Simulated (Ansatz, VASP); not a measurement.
One calculation of Si3Mo, two programs

```
CELL_PARAMETERS angstrom
2.98715 0.00000 0.00000
-1.49358 2.58695 0.00000
0.00000 0.00000 7.72115
ATOMIC_POSITIONS crystal
Si 0.00000 0.00000 0.00000
Si 0.33333 0.66667 0.74651
Si 0.33333 0.66667 0.25349
Mo 0.00000 0.00000 0.50000
```

Change from the starting cell: species swapped into the Cd3Hg type (P-6m2, No. 187).

Alike in both runs: functional PBE; k mesh 6 × 6 × 2; occupations gaussian, width 0.1 eV; no spin polarisation.

Ansatz relaxed the structure, and its values are those at the end. VASP's run is a single point on that final structure, the one shown.

|  | VASP | Ansatz |
| --- | --- | --- |
| version | VASP 6.6.1 | Ansatz 0.2.0 |
| potentials or method | VASP PAW PBE potentials, release 64 (Si, Mo_sv) | scalar-relativistic, plane waves, PAW |
| plane-wave cutoff (eV) | 520 | 420 |
| valence electrons in the cell | 26 | 26 |

```tsv
	VASP	Ansatz	Ansatz less VASP
gap on the k mesh at the Fermi level (eV)	none	none	-
pressure (GPa)	0.1	0.0	-0.08
rms of the force components (eV/Å)	0.016	0.009	-0.0069
```

A gap of «none» marks a metal or a gap that the smearing closes. With one functional, cell and mesh, what is left measures potentials, basis and numerics.

Caveats: the k mesh is coarse (spacing up to 0.41 Å⁻¹), so the values aren't converged.
